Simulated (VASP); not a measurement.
Output of a VASP run:

**OUTCAR**
```
 ion  position               nearest neighbor table
   1  0.000  0.000  0.000-   3 1.93   6 1.93   5 1.97   4 1.97   4 1.97   5 1.97
   2  0.500  0.500  0.500-   4 1.93   5 1.93   3 1.97   6 1.97   3 1.97   6 1.97
   3  0.306  0.306  0.000-   1 1.93   2 1.97   2 1.97
   4  0.806  0.194  0.500-   2 1.93   1 1.97   1 1.97
   5  0.194  0.806  0.500-   2 1.93   1 1.97   1 1.97
   6  0.694  0.694  0.000-   1 1.93   2 1.97   2 1.97
  LATTYP: Found a simple tetragonal cell.
 ALAT       =     4.4653941218
 C/A-ratio  =     0.6931147165
 Subroutine PRICEL returns:
 Original cell was already a primitive cell.
 Subroutine GETGRP returns: Found 16 space group operations
The static configuration has the point symmetry D_2h.
 The point group associated with its full space group is D_4h.
The dynamic configuration has the point symmetry D_2h.
 Subroutine INISYM returns: Found 16 space group operations
 Subroutine IBZKPT returns following result:
 Found     90 irreducible k-points:

 Following reciprocal coordinates:
            Coordinates               Weight
  0.000000  0.000000  0.000000      1.000000
  0.125000  0.000000  0.000000      4.000000
  0.250000  0.000000  0.000000      4.000000
  0.375000  0.000000  0.000000      4.000000
  0.500000  0.000000  0.000000      2.000000
  0.125000  0.125000  0.000000      4.000000
  0.250000  0.125000  0.000000      8.000000
  0.375000  0.125000  0.000000      8.000000
  0.500000  0.125000  0.000000      4.000000
  0.250000  0.250000  0.000000      4.000000
  0.375000  0.250000  0.000000      8.000000
  0.500000  0.250000  0.000000      4.000000
  0.375000  0.375000  0.000000      4.000000
  0.500000  0.375000  0.000000      4.000000
  0.500000  0.500000  0.000000      1.000000
  0.000000  0.000000  0.090909      2.000000
  0.125000  0.000000  0.090909      8.000000
  0.250000  0.000000  0.090909      8.000000
  0.375000  0.000000  0.090909      8.000000
  0.500000  0.000000  0.090909      4.000000
  0.125000  0.125000  0.090909      8.000000
  0.250000  0.125000  0.090909     16.000000
  0.375000  0.125000  0.090909     16.000000
  0.500000  0.125000  0.090909      8.000000
  0.250000  0.250000  0.090909      8.000000
  0.375000  0.250000  0.090909     16.000000
  0.500000  0.250000  0.090909      8.000000
  0.375000  0.375000  0.090909      8.000000
  0.500000  0.375000  0.090909      8.000000
  0.500000  0.500000  0.090909      2.000000
  0.000000  0.000000  0.181818      2.000000
  0.125000  0.000000  0.181818      8.000000
  0.250000  0.000000  0.181818      8.000000
  0.375000  0.000000  0.181818      8.000000
  0.500000  0.000000  0.181818      4.000000
  0.125000  0.125000  0.181818      8.000000
  0.250000  0.125000  0.181818     16.000000
  0.375000  0.125000  0.181818     16.000000
  0.500000  0.125000  0.181818      8.000000
  0.250000  0.250000  0.181818      8.000000
   k-points           NKPTS =     90   k-points in BZ     NKDIM =     90   number of bands    NBANDS=     31
   number of dos      NEDOS =    601   number of ions     NIONS =      6
   total plane-waves  NPLWV =  31104
   dimension x,y,z NGX =    36 NGY =   36 NGZ =   24
   dimension x,y,z NGXF=    72 NGYF=   72 NGZF=   48
   ions per type =               2   4
   PREC   = accura    normal or accurate (medium, high low for compatibility)
   ISTART =      0    job   : 0-new  1-cont  2-samecut
   ICHARG =      2    charge: 1-file 2-atom 10-const
   ISPIN  =      1    spin polarized calculation?
   LNONCOLLINEAR =      F non collinear calculations
   LSORBIT =      F    spin-orbit coupling
   INIWAV =      1    electr: 0-lowe 1-rand  2-diag
   ENCUT  =  520.0 eV  38.22 Ry    6.18 a.u.   8.30  8.30  5.75*2*pi/ulx,y,z
   NELM   =    100;   NELMIN=  2; NELMDL= -5     # of ELM steps
   EDIFF  = 0.1E-06   stopping-criterion for ELM
   LREAL  =      F    real-space projection
   NLSPLINE    = F    spline interpolate recip. space projectors
...
```

File OSZICAR:
```
       N       E                     dE             d eps       ncg     rms          rms(c)
DAV:   1     0.556233803454E+03    0.55623E+03   -0.31268E+04  5588   0.175E+03
DAV:   2    -0.224007267522E+02   -0.57863E+03   -0.56310E+03  6408   0.499E+02
DAV:   3    -0.555339808569E+02   -0.33133E+02   -0.32796E+02  6330   0.122E+02
DAV:   4    -0.561241663069E+02   -0.59019E+00   -0.58641E+00  6608   0.158E+01
DAV:   5    -0.561348668551E+02   -0.10701E-01   -0.10693E-01  6553   0.195E+00    0.518E+01
DAV:   6    -0.495769056065E+02    0.65580E+01   -0.57345E+01  5729   0.574E+01    0.173E+01
DAV:   7    -0.481227550520E+02    0.14542E+01   -0.13592E+01  5784   0.347E+01    0.176E+01
DAV:   8    -0.478444509029E+02    0.27830E+00   -0.16728E+00  6378   0.116E+01    0.178E+00
DAV:   9    -0.478301629469E+02    0.14288E-01   -0.72801E-02  6522   0.213E+00    0.546E-01
DAV:  10    -0.478261582844E+02    0.40047E-02   -0.12744E-02  6449   0.917E-01    0.314E-01
DAV:  11    -0.478259686673E+02    0.18962E-03   -0.79283E-04  7271   0.183E-01    0.105E-01
DAV:  12    -0.478259769159E+02   -0.82486E-05   -0.91723E-05  6276   0.893E-02    0.165E-02
DAV:  13    -0.478259814693E+02   -0.45534E-05   -0.14236E-05  6877   0.293E-02    0.563E-03
DAV:  14    -0.478259806895E+02    0.77981E-06   -0.18567E-06  6364   0.107E-02    0.199E-03
DAV:  15    -0.478259808651E+02   -0.17560E-06   -0.88644E-08  3794   0.203E-03    0.587E-04
DAV:  16    -0.478259808822E+02   -0.17080E-07   -0.22365E-08  3357   0.843E-04
   1 F= -.47825981E+02 E0= -.47825981E+02  d E =0.000000E+00
```

File OUTCAR:
```
------------------------ aborting loop because EDIFF is reached ----------------------------------------
  FORCE on cell =-STRESS in cart. coord.  units (eV):
  Direction    XX          YY          ZZ          XY          YZ          ZX
  --------------------------------------------------------------------------------------
  Total       -0.0329453     -0.0329453      0.0160519      0.0000000      0.0000000      0.0000000
  in kB       -0.8553010     -0.8553010      0.4167279      0.0000000      0.0000000      0.0000000
  external PRESSURE =      -0.4312913 kB  Pullay stress =       0.0000000 kB
  volume of cell :       61.71
      direct lattice vectors                 reciprocal lattice vectors
     4.465394122  0.000000000  0.000000000     0.223944398  0.000000000  0.000000000
     0.000000000  4.465394122  0.000000000     0.000000000  0.223944398  0.000000000
     0.000000000  0.000000000  3.095030381     0.000000000  0.000000000  0.323098605
 POSITION                                       TOTAL-FORCE (eV/Angst)
 -----------------------------------------------------------------------------------
      0.00000      0.00000      0.00000        -0.000000      0.000000     -0.000000
      2.23270      2.23270      1.54752        -0.000000      0.000000     -0.000000
      1.36657      1.36657      0.00000         0.000319      0.000319      0.000000
      3.59927      0.86613      1.54752         0.000319     -0.000319     -0.000000
      0.86613      3.59927      1.54752        -0.000319      0.000319     -0.000000
      3.09883      3.09883      0.00000        -0.000319     -0.000319     -0.000000
 -----------------------------------------------------------------------------------
    total drift:                                0.000000      0.000000      0.000000
  FREE ENERGIE OF THE ION-ELECTRON SYSTEM (eV)
  ---------------------------------------------------
  free  energy   TOTEN  =       -47.8259808822 eV

  energy  without entropy=      -47.8259808822  energy(sigma->0) =      -47.82598088

 total charge

# of ion       s       p       d       tot
------------------------------------------
    1        0.361   6.381   5.824  12.566
    2        0.361   6.381   5.824  12.566
    3        1.561   3.429   0.000   4.990
    4        1.561   3.429   0.000   4.990
    5        1.561   3.429   0.000   4.990
    6        1.561   3.429   0.000   4.990
--------------------------------------------------
tot          6.965  26.480  11.648  45.094

 Electric field gradients after diagonalization (V/A^2)
 (convention: |V_zz| > |V_xx| > |V_yy|)
----------------------------------------------------------------------
 ion       V_xx      V_yy      V_zz     asymmetry (V_yy - V_xx)/ V_zz
----------------------------------------------------------------------
   1      67.697    37.606  -105.303       0.286
   2      67.697    37.606  -105.303       0.286
   3      18.859     1.328   -20.187       0.868
   4      18.859     1.328   -20.187       0.868
   5      18.859     1.328   -20.187       0.868
   6      18.859     1.328   -20.187       0.868
```
(Selected blocks of OUTCAR.)

File POSCAR:
```
RuO2
1
    4.4653941218    -0.0000000000     0.0000000000
   -0.0000000000     4.4653941218     0.0000000000
    0.0000000000     0.0000000000     3.0950303808
Ru O
2 4
Direct
  0.0000000000   0.0000000000   0.0000000000
  0.5000000000   0.5000000000   0.5000000000
  0.3060354179   0.3060354179   0.0000000000
  0.8060354179   0.1939645821   0.5000000000
  0.1939645821   0.8060354179   0.5000000000
  0.6939645821   0.6939645821   0.0000000000
```

Q: Reconstruct the remaining input files.

A: Several could match; the one computed here: the input of the run itself, PBEsol GGA, plane waves, VASP's PBE PAW potentials (set 64).

INCAR:
```
SYSTEM  =  RuO2
PREC  =  Accurate; ENCUT  =  520; LREAL  =  .FALSE.
LASPH  =  .TRUE.
EDIFF  =  1E-7; NELM  =  100; ALGO  =  Normal
LMAXMIX  =  4
ISMEAR  =  -5
GGA  =  PS
ISIF  =  2
LWAVE  =  .FALSE.; LCHARG  =  .TRUE.; LORBIT  =  11
NEDOS  =  601
LEFG  =  .TRUE.
```

File KPOINTS:
```
Regular mesh
0
G
  8 8 11
```

POTCAR, in this order: Ru_pv O (PBE.64 set). Program: vasp_std.

For a metal the tetrahedron method with Blöchl corrections gives inexact stress and forces.

The compound is RuO2 in the rutile structure. It was relaxed first.
